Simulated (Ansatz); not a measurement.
Input and output for Mn (omega type): DFT, PBE, PAW with Ansatz's default frozen-core files, scalar-relativistic (Ansatz 0.2.0). This run: omega relaxed under pressure.

The start is a guessed cell of a prototype that needn't be stable.

Command: `ansatz run input.yaml --threads 2 --pin off --max-ram 7168MiB --backend cpu --events-out ev --progress --plain --runs-dir out` It took 54 s on 2 threads of Arm Neoverse V1, with other jobs on the host, peak memory 0.43 GiB.

```yaml
crystal:
  lattice:
    - [2.9548520041, 0.0, 0.0]
    - [-1.477426002, 2.5589769, 0.0]
    - [0.0, 0.0, 1.8320082425]
  atoms:
    - { symbol: Mn, position: [0.0, 0.0, 0.0], spin: 3.0 }
    - { symbol: Mn, position: [0.3333333333, 0.6666666667, 0.5], spin: 3.0 }
    - { symbol: Mn, position: [0.6666666667, 0.3333333333, 0.5], spin: 3.0 }
magnetization:
  spin_polarized: true
kpoints:
  mp_grid: { grid: [12, 12, 17] }
scf:
  occupations: { method: fermi_dirac, width: 0.08 }
hamiltonian:
  xc: pbe
  pseudopotentials: { kind: paw }
output:
  forces: true
  stress: true
  eigenvalues: true
relax:
  f_tol: 0.005
  max_steps: 40
  cell: { p_target: 1300.0, stress_tol: 0.65 }
```

Output:

```
Engine: ansatz 0.2.0
Pseudopotentials: kind: paw
Pseudopotential: Mn, paw, valence charge 15, recommended cutoff 420 eV (normal), Mn.paw.azcp
Functional definition: PBE
  parameter kappa = 0.804
  parameter beta = 0.06672455060314922
  exchange = pbe_x(kappa = kappa, mu = beta*pi^2/3)
  correlation = pbe_c(beta = beta)
Crystal: 3 atoms, lattice volume = 13.853 Å³
Basis set: ecut = 420 eV, 259 PW (Γ), exchange–correlation on 40×40×30 points (8 copies of the dense FFT grid, shifted against one another)
Bands: 33, of which v1, the nominal top of the filled ones, is band 23 counted from 1 (22 counted from 0)
Symmetry: 24 space group operations
Space group: P6/mmm (ITA 191), of the structure as read, at distance tolerance 2.4e-5 Å
Magnetic group: BNS 191.233 (UNI 1463), of the structure as read, at distance tolerance 2.4e-5 Å
k-points: 171 of 2448
Non-local potential: Mn, projectors of the file, l = 0: 3, l = 1: 2, l = 2: 3, l = 3: 1
PAW form: soft (Blöchl's): semilocal exchange-correlation on the pseudo side does not see the compensation charge
PAW one-centre angular grid: Mn, 590 points (default); XC on 64 Gauss nodes
Initial density: superposition of atomic densities (chi_scale 0.1, normalization cell)
Starting moments: Σ|m| = 9 μB on 3 of 3 sites
Initial wavefunctions: pseudopotential atomic-orbital guess
Functional: x = pbe(κ = 0.804, μ = 0.2195149727645171), c = pbe(β = 0.06672455060314922)
iter 1 solved again at ethr=1.12e-3 eV; its pass at ethr=3.10e-3 eV (dr2=5.04e-1 eV) is discarded
SCF iter   1: F=—  HF=-11557.175938 eV  |F-HF|=—  |Δ(HF+E_count)|=         —  Δρ=2.80e-1 (↑2.80e-1 ↓2.45e-1)  dr2=5.03e-1  dr2_m=8.49e0  M=4.142 μB ∫|m|=4.142 μB  β_m=0.30  ethr=1.12e-3  ⟨swp⟩=1.4  Hψ=63217  notcnv=0
Mixer restart at iter 1: flushing history
preconditioner: auto → none  [metal: Δε(μ)=0.004 eV  Ē_g=17.143 eV  σ=0.080 eV  W_gap=0.01  n_scr=6 (ndim 8)  ℏωp=45.7 eV  f_vac=0.000  D(μ)=2.56/eV (n_scr^D=44)  sad-step TF]
SCF iter   2: F=—  HF=-11593.287698 eV  |F-HF|=—  |Δ(HF+E_count)|=    3.61e1  Δρ=2.31e-1 (↑2.31e-1 ↓2.23e-1)  dr2=1.04e-1  dr2_m=6.43e0  M=3.404 μB ∫|m|=3.404 μB  β_m=0.50  ethr=1.12e-3  ⟨swp⟩=5.1  Hψ=22869  notcnv=0  defer=31
SCF iter   3: F=—  HF=-11653.574905 eV  |F-HF|=—  |Δ(HF+E_count)|=         —  Δρ=1.81e-1 (↑1.81e-1 ↓1.40e-1)  dr2=2.45e-1  dr2_m=3.22e0  M=0.141 μB ∫|m|=0.144 μB  β_m=1.00  ethr=2.31e-4  ⟨swp⟩=6.7  Hψ=36481  notcnv=0  defer=54
Mixer restart at iter 3: flushing history
SCF iter   4: F=—  HF=-11658.877368 eV  |F-HF|=—  |Δ(HF+E_count)|=    5.30e0  Δρ=5.56e-2 (↑4.41e-2 ↓5.56e-2)  dr2=8.22e-1  dr2_m=8.72e-3  M=0.021 μB ∫|m|=0.021 μB  β_m=0.65  ethr=1.11e-4  ⟨swp⟩=7.9  Hψ=38573  notcnv=0  defer=1158
SCF iter   5: F=—  HF=-11659.174864 eV  |F-HF|=—  |Δ(HF+E_count)|=   2.97e-1  Δρ=8.16e-2 (↑8.16e-2 ↓7.99e-2)  dr2=3.14e0  dr2_m=1.90e-3  M=0.007 μB ∫|m|=0.007 μB  β_m=0.34  ethr=1.11e-4  ⟨swp⟩=9.5  Hψ=42328  notcnv=0  defer=1410  recentre
SCF iter   6: F=—  HF=-11658.754464 eV  |F-HF|=—  |Δ(HF+E_count)|=   4.20e-1  Δρ=2.79e-2 (↑2.36e-2 ↓2.79e-2)  dr2=2.88e-1  dr2_m=3.32e-3  M=0.013 μB ∫|m|=0.013 μB  β_m=0.37  ethr=1.11e-4  ⟨swp⟩=9.5  Hψ=36374  notcnv=0  defer=1432
SCF iter   7: F=—  HF=-11658.787097 eV  |F-HF|=—  |Δ(HF+E_count)|=   3.26e-2  Δρ=4.01e-3 (↑2.78e-3 ↓4.01e-3)  dr2=9.61e-4  dr2_m=9.24e-4  M=0.007 μB ∫|m|=0.007 μB  β_m=0.59  ethr=1.11e-4  ⟨swp⟩=4.7  Hψ=24235  notcnv=0  defer=1220
SCF iter   8: F=—  HF=-11658.839327 eV  |F-HF|=—  |Δ(HF+E_count)|=   5.22e-2  Δρ=2.09e-3 (↑2.06e-3 ↓2.09e-3)  dr2=2.07e-3  dr2_m=3.87e-6  M=0.000 μB ∫|m|=0.000 μB  β_m=0.63  ethr=2.14e-6  ⟨swp⟩=3.2  Hψ=21197  notcnv=0  defer=1190
SCF iter   9: F=—  HF=-11658.839298 eV  |F-HF|=—  |Δ(HF+E_count)|=   2.90e-5  Δρ=2.07e-4 (↑1.70e-4 ↓2.07e-4)  dr2=1.31e-5  dr2_m=8.53e-7  M=0.000 μB ∫|m|=0.000 μB  β_m=0.73  ethr=2.14e-6  ⟨swp⟩=2.7  Hψ=14444  notcnv=0  defer=1188
SCF iter  10: F=—  HF=-11658.839334 eV  |F-HF|=—  |Δ(HF+E_count)|=   3.64e-5  Δρ=3.88e-5 (↑2.97e-5 ↓3.88e-5)  dr2=7.40e-7  dr2_m=1.15e-8  M=0.000 μB ∫|m|=0.000 μB  β_m=0.77  ethr=2.90e-8  ⟨swp⟩=4.7  Hψ=23506  notcnv=0  defer=1188
SCF iter  11: F=—  HF=-11658.839337 eV  |F-HF|=—  |Δ(HF+E_count)|=   2.17e-6  Δρ=3.93e-5 (↑3.63e-5 ↓3.93e-5)  dr2=7.41e-7  dr2_m=5.99e-10  M=-0.000 μB ∫|m|=0.000 μB  β_m=0.87  ethr=1.65e-9  ⟨swp⟩=3.5  Hψ=18586  notcnv=0  defer=1188
SCF iter  12: F=—  HF=-11658.839337 eV  |F-HF|=—  |Δ(HF+E_count)|=   1.74e-7  Δρ=1.11e-5 (↑1.11e-5 ↓1.10e-5)  dr2=6.08e-8  dr2_m=2.31e-12  M=-0.000 μB ∫|m|=0.000 μB  β_m=0.94  ethr=1.65e-9  ⟨swp⟩=1.8  Hψ=12152  notcnv=0  defer=1188
SCF iter  13: F=-11658.839337 eV  HF=-11658.839337 eV  |F-HF|=3.27e-11  |Δ(HF+E_count)|=   1.04e-8  Δρ=3.29e-7 (↑3.29e-7 ↓2.60e-7)  dr2=3.24e-11  dr2_m=1.01e-12  M=0.000 μB ∫|m|=0.000 μB  ethr=1.35e-10  ⟨swp⟩=14.7  Hψ=87113  notcnv=0
WARN: the starting moments were not kept: the SCF closed with an absolute magnetisation of 4.2e-7 μB, where they sum to 9 μB in size (3 sites). That is at most 0.1 of that sum. Measured as dr2_m measures the in/out step, that magnetisation stands 1.6e-13 eV from none, at or under the dr2_threshold of 1.0e-7 eV: it is no larger than a step whose dr2_m would equal this threshold. The system may hold no moment; this SCF shows only that its start led to no more than that. To try another start: raise the starting moments (crystal.atoms[].spin, magnetization.per_species, magnetization.initial_magnetization, or on a non-collinear deck that types none of these the spinor_matrix: blocks that start its atoms; where the total moment is fixed, keep their sum and leave initial_magnetization as it is; typed ones take the place of any that the run laid by itself, positive ones on a crystal's lanthanoids without a Hubbard term where scf.initial_density.shell_occupations: [] is typed) or, if the notice of its spin-set hold's release reads "site moments contracting" or "site moments show no strong build", lengthen the hold (scf.mixing.spin_hold: { on: { confirm: 4 } }; for m-r²SCAN on two components see the key's manual first). Each may lead to a state that holds a moment. A second SCF, from the converged charge density, with the starting moments and any scf.initial_density.shell_occupations laid on it anew, would have followed, and was not run: the deck does not ask for one (magnetization.retry_lost_moments is false, the default). To let it run, set magnetization.retry_lost_moments: true and run the deck again, where that key's refused combinations let it; where memory then withholds it, that run's warning says so.
SCF 1 converged in 13 iterations: F = -11658.839337 eV  dr2 = 3.24e-11
  greatest PAW one-centre occupation: 1.022 electrons in one spin orbital (limit 2), on the Mn atom at site 2 (counted from 0), in its partial waves of l = 1
relax step   1: F+E_penalty+E_count = -11658.83933676 eV  Δ(F+E_penalty+E_count) = +0.000e0 eV  max|allowed force component| = 1.480e-16 eV/Å  Δτ_max = 0.0000 Å  P = +1313.486 GPa  Ω = 13.853 Å³  (13 SCF iters, dr2 threshold 1.00e-7 eV, accepted)
Crystal: 3 atoms, lattice volume = 13.913 Å³
Initial density: handed on by an earlier stage of this run
Starting moments: Σ|m| = 9 μB on 3 of 3 sites; this step starts from the density that it was given
Initial wavefunctions: those handed on with the density
iter 1 solved again at ethr=9.42e-7 eV; its pass at ethr=3.10e-3 eV (dr2=4.24e-4 eV) is discarded
[... lines left out ...]
Spin contamination: 0.0000 ħ² per cell (⟨S²⟩ above its minimum at these occupations)
Per-site moments (μB) at R_I (Å): [(3.471171802392712e-10, 0.7515450907372326), (1.446571984168435e-9, 0.7067841252598113), (1.4465719841684345e-9, 0.7067841252598113)]
Free energy (F): -11659.207565 eV
Harris-Foulkes:  -11659.207565 eV  (|F-HF|=1.41e-9)
Internal energy: -11659.175217 eV  (E = F + TS)
E sigma→0 (E₀):  -11659.191391 eV
Entropy (-TS):   -0.032349 eV (-10.783 meV/atom)
Fermi energy:    50.789700 eV
--- Per-component energies (eV) ---
  E_band       = 777.278614
  E_kinetic    = 1056.863872
  E_local      = -1947.120274  (includes V_loc(G=0)·N_el)
  E_nonlocal   = 798.285056
  E_hartree    = 1153.504082
  E_xc         = -377.694694
  E_vxc        = -486.513623  (∫ρ·V_xc dr)
  E_paw        = -3936.962800  (= ΣΔE_a)
  E_vpaw       = -951.244375  (= ΣTr[D̂ρ^β])
  E_aug_tail   = -0.000028  (compensation charges beyond the density's cutoff)
  E_ewald      = -8406.050431
  E_smearing   = -0.032349  (= −TS)
  E_closure    = -0.000000  (closes the sum)
  Σ components = -11659.207565   (vs F -11659.207565, Δ=0.00e0)
--- Forces (eV/Å), atoms counted from 1 ---
  atom   1  Mn    -0.00000000     0.00000000     0.00000000
  atom   2  Mn     0.00000000     0.00000000     0.00000000
  atom   3  Mn    -0.00000000     0.00000000    -0.00000000
  max |Σ_I F_I| component: 1.48e-16 eV/Å
--- Stress (GPa, compression-positive) ---
     1299.991052       0.000000       0.000000
        0.000000    1299.991052       0.000000
        0.000000       0.000000    1300.004900
  P = ⅓ Tr σ = 1299.9957 GPa (12999.957 kbar)
--- Band table (eV; the first three rows and the last of 342) ---
  k-point 0 ↑: bands = ["-33.0588", "-29.3807", "-29.0936", "-2.4596", "-2.4596", "-0.9352", "-0.9352", "2.1967", "4.1250", "4.2862", "4.3287", "4.3287", "38.1884", "42.1366", "45.6954", "46.0224", "46.0224", "46.1088", "46.1373", "46.1373", "47.7544", "47.7544", "49.4012", "49.4012", "49.6923", "49.6923", "56.1810", "56.1810", "69.7753", "69.7753", "71.4773", "71.4773", "76.3759"]
  k-point 1 ↑: bands = ["-33.0017", "-29.3615", "-29.0628", "-2.4263", "-2.4263", "-0.8782", "-0.8782", "1.9874", "3.9507", "4.0785", "4.3102", "4.3102", "38.5492", "42.3585", "45.3656", "45.3656", "45.8320", "45.8320", "46.0476", "46.3718", "47.7508", "47.7508", "49.7465", "49.7465", "49.9096", "49.9096", "56.0451", "56.0451", "70.0139", "70.0139", "71.6644", "71.6644", "76.2327"]
  k-point 2 ↑: bands = ["-32.8343", "-29.3069", "-28.9724", "-2.3303", "-2.3303", "-0.7101", "-0.7101", "1.4051", "3.4602", "3.4933", "4.2526", "4.2526", "39.5680", "42.9462", "43.9564", "43.9564", "45.0474", "45.0474", "47.0641", "47.1949", "47.8333", "47.8333", "49.8003", "49.8003", "50.8200", "50.8200", "55.7126", "55.7126", "70.6737", "70.6737", "72.1737", "72.1737", "75.6678"]
  k-point 170 ↓: bands = ["-29.6255", "-29.6255", "-28.9396", "-4.0264", "-2.4557", "-2.4557", "0.4074", "0.9266", "0.9266", "2.3496", "2.3496", "4.1250", "37.1757", "42.3571", "42.5029", "42.5029", "42.9576", "42.9576", "46.4652", "46.4652", "48.2532", "48.2532", "49.7663", "54.9796", "56.0007", "56.8407", "56.8407", "63.0151", "65.7950", "65.7950", "72.7068", "75.4436", "75.4436"]
--- Relaxed structure (4 steps of the walk, 4 accepted, 1 SCFs on fresh bases) ---
  F+E_penalty+E_count = -11659.20756512 eV   max|allowed force component| = 3.701e-16 eV/Å   (the final SCF, on the basis selected at the relaxed cell)
  cell:  # Å, volume = 13.8966 Å³
    - [2.967723672565137, -2.8993371257955485e-11, 5.0155532901747785e-33]
    - [-1.4838618362574594, 2.5701240918683563, -8.661023533881274e-34]
    - [3.109643039832732e-33, 1.1691768122205745e-33, 1.8219274926963214]
  atoms:
    - { symbol: Mn, position: [1.9085462198190206e-35, 1.4634222688004666e-35, 5.0190702311203064e-36] }
    - { symbol: Mn, position: [0.3333333333333333, 0.6666666666666666, 0.5] }
    - { symbol: Mn, position: [0.6666666666666667, 0.33333333333333337, 0.5] }
```

Next run (diamond relaxed under pressure), as changes to the input before:

```diff
   lattice:
-    - [2.9548520041, 0.0, 0.0]
-    - [-1.477426002, 2.5589769, 0.0]
-    - [0.0, 0.0, 1.8320082425]
+    - [0.0, 1.6883283578, 1.6883283578]
+    - [1.6883283578, 0.0, 1.6883283578]
+    - [1.6883283578, 1.6883283578, 0.0]
   atoms:
-    - { symbol: Mn, position: [0.0, 0.0, 0.0], spin: 3.0 }
-    - { symbol: Mn, position: [0.3333333333, 0.6666666667, 0.5], spin: 3.0 }
-    - { symbol: Mn, position: [0.6666666667, 0.3333333333, 0.5], spin: 3.0 }
+    - { symbol: Mn, position: [-0.125, -0.125, -0.125], spin: 3.0 }
+    - { symbol: Mn, position: [0.125, 0.125, 0.125], spin: 3.0 }
 magnetization:
 kpoints:
-  mp_grid: { grid: [12, 12, 17] }
+  mp_grid: { grid: [18, 18, 18] }
 scf:
```

Results part of the output:

```
basis re-selected at this cell: Δ(F+E_penalty+E_count) = +6.905e-4 eV, ΔP = +0.115 GPa vs the last step (what re-selecting the basis moved, of the pressure what is left beyond the Pulay correction that the steps carried, after the strain that the cell walked since its last selection, with what the two solves' SCF thresholds leave and, on support functions, any second-order correction that the steps lacked; it is no measure of the basis error at this ecutwfc). This SCF's stress stands 9.35e-2 GPa from its target on what of the cell is left free (relax.cell.stress_tol is 6.50e-1 GPa) and its largest allowed force component is 9.62e-16 eV/Å (relax.f_tol is 5.00e-3 eV/Å): within both
SCF converged after 3 iterations
Magnetization: -0.0000 μB (15.0000 up, 15.0000 down)
Absolute magnetization: 0.0000 μB (∫|ρ↑−ρ↓|, with the PAW one-centre terms)
Spin contamination: 0.0000 ħ² per cell (⟨S²⟩ above its minimum at these occupations)
Per-site moments (μB) at R_I (Å): [(-2.6058073499624813e-8, 0.6191061277748082), (-2.6058073579753366e-8, 0.6191061277748082)]
Free energy (F): -7762.125877 eV
Harris-Foulkes:  -7762.125877 eV  (|F-HF|=8.99e-10)
Internal energy: -7762.097608 eV  (E = F + TS)
E sigma→0 (E₀):  -7762.111743 eV
Entropy (-TS):   -0.028269 eV (-14.135 meV/atom)
Fermi energy:    45.930187 eV
--- Per-component energies (eV) ---
  E_band       = 333.966254
  E_kinetic    = 693.715720
  E_local      = -2263.172472  (includes V_loc(G=0)·N_el)
  E_nonlocal   = 581.241620
  E_hartree    = 1158.411970
  E_xc         = -244.898766
  E_vxc        = -315.177669  (∫ρ·V_xc dr)
  E_paw        = -2652.105546  (= ΣΔE_a)
  E_vpaw       = -679.465921  (= ΣTr[D̂ρ^β])
  E_aug_tail   = -0.000019  (compensation charges beyond the density's cutoff)
  E_ewald      = -5035.290115
  E_smearing   = -0.028269  (= −TS)
  E_closure    = -0.000000  (closes the sum)
  Σ components = -7762.125877   (vs F -7762.125877, Δ=0.00e0)
--- Forces (eV/Å), atoms counted from 1 ---
  atom   1  Mn    -0.00000000     0.00000000     0.00000000
  atom   2  Mn     0.00000000    -0.00000000    -0.00000000
  max |Σ_I F_I| component: 2.96e-16 eV/Å
--- Stress (GPa, compression-positive) ---
     1300.093476       0.000000      -0.000000
        0.000000    1300.093476      -0.000000
       -0.000000      -0.000000    1300.093476
  P = ⅓ Tr σ = 1300.0935 GPa (13000.935 kbar)
--- Band table (eV; the first three rows and the last of 390) ---
  k-point 0 ↑: bands = ["-41.2223", "-30.0786", "-8.9045", "-8.9045", "-8.9045", "-2.7768", "-2.7768", "-2.7768", "33.4767", "34.8908", "34.8908", "39.9568", "39.9568", "39.9568", "46.1623", "46.1623", "46.1623", "51.9181", "51.9181", "65.2046", "67.3278", "67.3278"]
  k-point 1 ↑: bands = ["-41.1824", "-30.1924", "-8.9438", "-8.9438", "-8.8882", "-2.7265", "-2.7237", "-2.7237", "33.6224", "34.8146", "34.8146", "39.9300", "40.1067", "40.1067", "46.0203", "46.0965", "46.0965", "51.9110", "51.9110", "64.2313", "67.3888", "67.3888"]
  k-point 2 ↑: bands = ["-41.0641", "-30.5208", "-9.0538", "-9.0538", "-8.8491", "-2.5799", "-2.5790", "-2.5790", "34.0156", "34.6387", "34.6387", "39.9073", "40.4674", "40.4674", "45.5836", "45.9300", "45.9300", "51.8827", "51.8827", "62.9955", "67.5749", "67.5749"]
  k-point 194 ↓: bands = ["-37.0909", "-37.0909", "-11.2760", "-11.2760", "-4.4314", "-4.4314", "0.1774", "0.1774", "31.7169", "31.7169", "39.1793", "39.1793", "43.0826", "43.0826", "46.1680", "46.1680", "51.3478", "51.3478", "55.2652", "55.2652", "58.2867", "58.2867"]
--- Relaxed structure (5 steps of the walk, 5 accepted, 2 SCFs on fresh bases) ---
  F+E_penalty+E_count = -7762.12587740 eV   max|allowed force component| = 9.622e-16 eV/Å   (the final SCF, on the basis selected at the relaxed cell)
  cell:  # Å, volume = 10.4103 Å³
    - [7.929661207792718e-34, 1.7330477068011265, 1.7330477068011265]
    - [1.7330477068011265, -1.5911519201755025e-36, 1.7330477068011265]
    - [1.7330477068011265, 1.7330477068011265, -5.302371521731974e-34]
  atoms:
    - { symbol: Mn, position: [-0.125, -0.125, -0.125] }
    - { symbol: Mn, position: [0.125, 0.125, 0.125] }
```

Antiferromagnetic order, which Cr and Mn prefer near zero pressure, wasn't tried. The start moments died away, and the runs ended non-magnetic.
